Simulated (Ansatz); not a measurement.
# SiC (P6_3mc) in Ansatz: reference runs

Aim: a first look at SiC with PBE, on the cell as given and on a disturbed one.

All numbers are computed with Ansatz 0.2.0; they aren't measurements. Logs are shortened: lines on timing, memory, paths and dates and some standing lists are left out, and cuts for length are marked.

## 1. The crystal as given

Symmetry: P6_3mc, No. 186, hexagonal system. Conventional cell: a = 3.076 Å, b = 3.076 Å, c = 10.071 Å, α = 90.00°, β = 90.00°, γ = 120.00°. Si (site symmetry 3m) has 4 C at 1.88 to 1.89 Å as nearest neighbours. Si (site symmetry 3m) has 4 C at 1.88 to 1.89 Å as nearest neighbours. C (site symmetry 3m) has 4 Si at 1.88 to 1.89 Å as nearest neighbours. Around C (site symmetry 3m) lie 4 Si at 1.88 to 1.89 Å.

The cell is a database's computed one.

## 2. Single point, PBE

The input, input.yaml:

```yaml
crystal:
  lattice:
    - [3.0756941497, 0.0, 0.0]
    - [-1.5378470748, 2.6636292679, 0.0]
    - [0.0, 0.0, 10.07064648]
  atoms:
    - { symbol: Si, position: [0.0, 0.0, 0.18789438] }
    - { symbol: Si, position: [0.0, 0.0, 0.68789438] }
    - { symbol: Si, position: [0.3333333333, 0.6666666667, 0.43784198] }
    - { symbol: Si, position: [0.6666666667, 0.3333333333, 0.93784198] }
    - { symbol: C, position: [0.0, 0.0, 0.00046005] }
    - { symbol: C, position: [0.0, 0.0, 0.50046005] }
    - { symbol: C, position: [0.3333333333, 0.6666666667, 0.24980259] }
    - { symbol: C, position: [0.6666666667, 0.3333333333, 0.74980259] }
kpoints:
  mp_grid: { grid: [10, 10, 3] }
scf:
  occupations: { method: fermi_dirac, width: 0.05 }
hamiltonian:
  xc: pbe
  pseudopotentials: { kind: all_electron, lapw: { basis_error: 0.001 } }
output:
  forces: true
  stress: true
  eigenvalues: true
  populations: true
```

Potentials or basis: all-electron LAPW, scalar-relativistic.

Launch:

```sh
ansatz run input.yaml --threads 4 --pin off --max-ram 12288MiB --backend cpu --events-out ev --progress --plain --runs-dir out
```

The program printed:

```text
Warning: RAYON_NUM_THREADS=4 ignored (pool sized by the plan → 4); use --threads N
Si: projections on atomic orbitals take those of the free atom 1s2 2s2 2p6 3s2 3p2, of charge +0.00 (hamiltonian.pseudopotentials.projection_atoms)
C: projections on atomic orbitals take those of the free atom 1s2 2s2 2p2, of charge +0.00 (hamiltonian.pseudopotentials.projection_atoms)
LAPW: plane waves up to 9.596 Å⁻¹, error target 1.0e-3 eV per atom; small_component_spin mean_spin; C in spheres of 0.883 Å, 6 of its electrons in bands, Dirac shells []; Si in spheres of 0.999 Å, 12 of its electrons in bands, Dirac shells [] (how accurate: hamiltonian.pseudopotentials.lapw.basis_error, Limitations)
Engine: ansatz 0.2.0, x86_64-unknown-linux-gnu
Pseudopotentials: kind: all_electron
Pseudopotential: Si, LAPW, valence charge 12, lapw/all_electron/scalar/gaussian/Si, Koelling and Harmon's equation, gaussian nucleus
Pseudopotential: C, LAPW, valence charge 6, lapw/all_electron/scalar/gaussian/C, Koelling and Harmon's equation, gaussian nucleus
Functional definition: PBE
  parameter kappa = 0.804
  parameter beta = 0.06672455060314922
  exchange = pbe_x(kappa = kappa, mu = beta*pi^2/3)
  correlation = pbe_c(beta = beta)
Crystal: 8 atoms, lattice volume = 82.504 Å³
Basis set: ecut = 350.8194715803057 eV, 1243 PW (Γ), exchange–correlation at level 2
Bands: 44, of which v1, the nominal top of the filled ones, is band 36 counted from 1 (35 counted from 0)
Symmetry: 12 space group operations
Space group: P63mc (ITA 186), of the structure as read, at distance tolerance 4.4e-5 Å
k-points: 28 of 300 (time reversal used)
Non-local potential: Si, projectors of the file, none
Non-local potential: C, projectors of the file, none
Initial density: superposition of atomic densities (chi_scale 0.1, normalization cell, long waves kept (reshape's long-wave potential 0.00 eV rms))
Initial wavefunctions: plane waves of lowest kinetic energy (no species holds an atomic orbital)
Functional: x = pbe(κ = 0.804, μ = 0.2195149727645171), c = pbe(β = 0.06672455060314922)
iter 1 solved again at ethr=2.71e-2 eV; its pass at ethr=1.00e-1 eV (dr2=1.95e1 eV) is discarded
SCF iter   1: F=—  HF=-35725.535767 eV  |F-HF|=—  |Δ(HF+E_count)|=         —  Δρ=1.41e-1  dr2=1.95e1  ethr=2.71e-2  ⟨swp⟩=2.0  Hψ=8555  notcnv=0
preconditioner: auto → Resta (q_TF=auto, 2.667 Å⁻¹)  ε∞=4.2  [insulator: Δε(μ)=4.196 eV  Ē_g=12.898 eV  σ=0.050 eV  W_gap=1.00  n_scr=26 (ndim 8)  ℏωp=23.1 eV  f_vac=0.000  D(μ)=0.00/eV (n_scr^D=0)  ε∞_Penn≈4.2]
iter 2 solved again at ethr=2.63e-3 eV; its pass at ethr=2.71e-2 eV (dr2=1.89e0 eV) is discarded
SCF iter   2: F=—  HF=-35718.461143 eV  |F-HF|=—  |Δ(HF+E_count)|=    7.07e0  Δρ=4.66e-2  dr2=1.89e0  ethr=2.63e-3  ⟨swp⟩=2.0  Hψ=6304  notcnv=0
SCF iter   3: F=—  HF=-35718.179340 eV  |F-HF|=—  |Δ(HF+E_count)|=         —  Δρ=2.30e-2  dr2=4.54e-1  ethr=2.62e-3  ⟨swp⟩=2.0  Hψ=3276  notcnv=0
the basis was enlarged: its passes take 980.0 KiB over the memory plan, 4 of 4 planned eigensolver slots
SCF iter   4: F=—  HF=-35718.135728 eV  |F-HF|=—  |Δ(HF+E_count)|=   4.36e-2  Δρ=2.79e-3  dr2=5.34e-3  ethr=6.30e-4  ⟨swp⟩=3.0  Hψ=3530  notcnv=0
SCF iter   5: F=—  HF=-35718.138074 eV  |F-HF|=—  |Δ(HF+E_count)|=   2.35e-3  Δρ=7.12e-4  dr2=3.17e-4  ethr=7.42e-6  ⟨swp⟩=3.0  Hψ=3229  notcnv=0
SCF iter   6: F=—  HF=-35718.138469 eV  |F-HF|=—  |Δ(HF+E_count)|=   3.96e-4  Δρ=1.87e-4  dr2=2.91e-5  ethr=4.41e-7  ⟨swp⟩=3.0  Hψ=3484  notcnv=0
SCF iter   7: F=—  HF=-35718.138476 eV  |F-HF|=—  |Δ(HF+E_count)|=   6.63e-6  Δρ=2.85e-5  dr2=6.13e-7  ethr=4.05e-8  ⟨swp⟩=3.0  Hψ=3500  notcnv=0
SCF iter   8: F=-35718.138477 eV  HF=-35718.138477 eV  |F-HF|=4.59e-8  |Δ(HF+E_count)|=   8.76e-7  Δρ=8.41e-6  dr2=7.23e-8  ethr=8.51e-10  ⟨swp⟩=3.0  Hψ=3494  notcnv=0
SCF 1 converged in 8 iterations: F = -35718.138477 eV  dr2 = 7.23e-8
SCF converged after 8 iterations
Free energy (F): -35718.138477 eV
Harris-Foulkes:  -35718.138477 eV  (|F-HF|=4.59e-8)
Internal energy: -35718.138477 eV  (E = F + TS)
E sigma→0 (E₀):  -35718.138477 eV
Fermi energy:    11.993107 eV
--- Per-component energies (eV) ---
  E_band       = -4725.137612
  E_kinetic    = 35796.353463
  E_xc         = -2870.469023
  E_electrostatic = -68644.022916  (all electrons and nuclei)
  E_smearing   = -0.000000  (= −TS)
  E_closure    = 0.000000  (closes the sum)
  E_atoms      = -35657.958827  (free atoms, spherical and without spin; not in F)
  Σ components = -35718.138477   (vs F -35718.138477, Δ=0.00e0)
  Basis errors (estimates in eV, not in F): energy 5.3e-4 per atom: plane waves 4.9e-4 (3.1e-4 summed), levels above the bands 9.4e-57, relativity 2.1e-8, radial functions 4.0e-5, core shells 1.9e-13; eigenvalues (radial functions only) 1.6e-6; not estimated: angular momenta, meshes, grids; target (lapw.basis_error) 1.0e-3; muffin-tin radii C 0.883 Å, Si 0.999 Å
--- Forces (eV/Å), atoms counted from 1 ---
  atom   1  Si     0.00000000    -0.00000000     0.00246168
  atom   2  Si    -0.00000000     0.00000000     0.00246168
  atom   3  Si     0.00000000     0.00000000    -0.00547127
  atom   4  Si    -0.00000000     0.00000000    -0.00547127
  atom   5  C      0.00000000     0.00000000    -0.00208227
  atom   6  C      0.00000000    -0.00000000    -0.00208227
  atom   7  C      0.00000000     0.00000000     0.00509133
  atom   8  C     -0.00000000    -0.00000000     0.00509133
  max |Σ_I F_I| component: 1.07e-6 eV/Å
--- Stress (GPa, compression-positive) ---
        3.975598      -0.000000       0.000000
       -0.000000       3.975598       0.000000
        0.000000       0.000000       3.851519
  P = ⅓ Tr σ = 3.9342 GPa (39.342 kbar)
--- Band table (eV; the first three rows and the last of 28) ---
  k-point 0: bands = ["-252.7677", "-252.7677", "-252.7005", "-252.7005", "-122.3675", "-122.3675", "-122.3238", "-122.3238", "-78.4091", "-78.4090", "-78.4088", "-78.4088", "-78.4088", "-78.4088", "-78.3704", "-78.3704", "-78.3631", "-78.3631", "-78.3631", "-78.3631", "-4.6365", "-3.4568", "-3.4198", "-1.0601", "2.2413", "6.4818", "6.5231", "9.6831", "9.6831", "10.1445", "10.1445", "10.2869", "10.2869", "10.8183", "10.8710", "10.8710", "15.9810", "16.5596", "17.1818", "17.2045", "17.8582", "17.8582", "17.8818", "17.8818"]
  k-point 1: bands = ["-252.7677", "-252.7677", "-252.7005", "-252.7005", "-122.3675", "-122.3675", "-122.3238", "-122.3238", "-78.4091", "-78.4090", "-78.4088", "-78.4088", "-78.4088", "-78.4088", "-78.3704", "-78.3704", "-78.3631", "-78.3631", "-78.3631", "-78.3631", "-4.5004", "-4.0963", "-2.5659", "-1.6052", "3.0063", "4.6119", "8.4332", "9.7482", "9.7482", "9.9316", "9.9316", "10.0865", "10.5295", "10.5295", "10.7742", "10.7742", "16.0762", "16.3340", "17.4880", "17.5860", "17.9243", "17.9243", "17.9291", "17.9291"]
  k-point 2: bands = ["-252.7677", "-252.7677", "-252.7005", "-252.7005", "-122.3675", "-122.3675", "-122.3238", "-122.3238", "-78.4090", "-78.4090", "-78.4089", "-78.4089", "-78.4088", "-78.4088", "-78.3704", "-78.3704", "-78.3632", "-78.3632", "-78.3631", "-78.3631", "-4.4625", "-3.2887", "-3.2509", "-0.9135", "2.4007", "6.5313", "6.5760", "8.7452", "9.3634", "9.3892", "9.5380", "9.9495", "10.0447", "10.2358", "10.7016", "10.7935", "16.3116", "16.8960", "16.9949", "17.4741", "17.7387", "17.9044", "18.0985", "18.2906"]
  k-point 27: bands = ["-252.7677", "-252.7677", "-252.7005", "-252.7005", "-122.3674", "-122.3674", "-122.3237", "-122.3237", "-78.4098", "-78.4098", "-78.4096", "-78.4096", "-78.4089", "-78.4089", "-78.3703", "-78.3703", "-78.3641", "-78.3641", "-78.3639", "-78.3639", "-0.5212", "-0.2978", "0.2067", "0.3030", "3.3266", "3.5977", "3.6311", "4.1413", "5.1073", "5.2906", "6.0868", "6.3754", "7.2968", "8.2218", "8.4685", "8.8066", "14.2769", "14.4304", "16.5469", "17.3274", "17.5014", "18.3328", "19.4633", "19.6851"]
--- Löwdin populations: 8 sites ---
  site symbol       q [e]
     0     Si     12.9331
     1     Si     12.9331
     2     Si     12.9470
     3     Si     12.9470
     4      C      6.9784
     5      C      6.9784
     6      C      6.9896
     7      C      6.9896
  spilling = 0.003796 (of n_electrons = 80.000000)
```

Wall time 34 s (4 threads of Intel Xeon at 2.50GHz (Skylake/Cascade Lake), shared host); peak memory 0.61 GiB.

Results:

- Free energy: -35718.1385 eV
- Pressure: 3.9 GPa
- Largest force: 0.005 eV/Å
- Band gap on the k mesh: 2.23 eV, indirect (least direct gap 3.35 eV)
- Loewdin charges: Si +1.07, +1.05; C -0.98, -0.99 e

Forces in eV/Å, atoms in the order of the input:
```
Si   0.000  0.000  0.002
Si   0.000  0.000  0.002
Si   0.000  0.000 -0.005
Si   0.000  0.000 -0.005
C    0.000  0.000 -0.002
C    0.000  0.000 -0.002
C    0.000  0.000  0.005
C    0.000  0.000  0.005
```

Caveat: an odd mesh through Γ misses points on the zone boundary, where band edges often lie. PBE gaps usually lie below the measured ones, often by a third to a half.

## 3. Single point, PBE (atoms moved at random, drawn with an rms of 0.05 Å)

The input, input.yaml:

```yaml
crystal:
  lattice:
    - [3.0756941497, 0.0, 0.0]
    - [-1.5378470748, 2.6636292679, 0.0]
    - [0.0, 0.0, 10.07064648]
  atoms:
    - { symbol: Si, position: [-0.01215, -0.020649, 0.183552] }
    - { symbol: Si, position: [-0.002582, 0.00184, 0.687648] }
    - { symbol: Si, position: [0.338101, 0.672992, 0.441054] }
    - { symbol: Si, position: [0.670378, 0.330914, 0.935353] }
    - { symbol: C, position: [-0.008196, 0.004086, 0.003176] }
    - { symbol: C, position: [0.006209, 0.000376, 0.499705] }
    - { symbol: C, position: [0.328365, 0.655511, 0.249234] }
    - { symbol: C, position: [0.666705, 0.328578, 0.74805] }
kpoints:
  mp_grid: { grid: [10, 10, 3] }
scf:
  occupations: { method: fermi_dirac, width: 0.05 }
hamiltonian:
  xc: pbe
  pseudopotentials: { kind: all_electron, lapw: { basis_error: 0.001 } }
output:
  forces: true
  stress: true
  eigenvalues: true
  populations: true
```

Potentials or basis: all-electron LAPW, scalar-relativistic.

Launch:

```sh
ansatz run input.yaml --threads 4 --pin off --max-ram 12288MiB --backend cpu --events-out ev --progress --plain --runs-dir out
```

Wall time 2.9 min (4 threads of Intel Xeon at 2.50GHz (Skylake/Cascade Lake), shared host); peak memory 1.4 GiB.

It converged, with:

| Item | Value |
| --- | --- |
| Free energy | -35717.9921 eV |
| Pressure | 4.4 GPa |
| Largest force | 2.055 eV/Å |
| Band gap on the k mesh | 1.84 eV, indirect (least direct gap 3.12 eV) |
| Loewdin charges | Si +1.06, +1.07, +1.04; C -0.98, -0.97, -0.99 e |

Forces in eV/Å, atoms in the order of the input:
```
Si   0.100  0.546  1.834
Si   0.420 -0.329 -0.334
Si   0.240 -0.410 -1.403
Si  -0.786  0.281  0.739
C    0.810 -0.420 -1.841
C   -0.333  0.293  0.699
C   -0.132 -0.274  0.022
C   -0.319  0.313  0.284
```

Stress tensor (GPa, compression positive):
```
 4.91 -0.99  0.07
-0.99  2.96 -0.23
 0.07 -0.23  5.19
```

Levels at points of the mesh, in eV from the valence-band top:
```tsv
k point	band 34	band 35	band 36	band 37	band 38	band 39
(0.00, 0.00, 0.00)	-0.39	-0.22	0.00	4.72	5.38	5.87
(0.00, -0.50, 0.00)	-2.59	-1.85	-1.37	1.86	2.00	3.96
(-0.50, 0.00, 0.00)	-2.58	-1.83	-1.31	1.84	2.01	4.00
(-0.50, -0.50, 0.00)	-2.53	-1.85	-1.25	1.87	2.06	4.03
```

Caveat: an odd mesh through Γ misses points on the zone boundary, where band edges often lie.
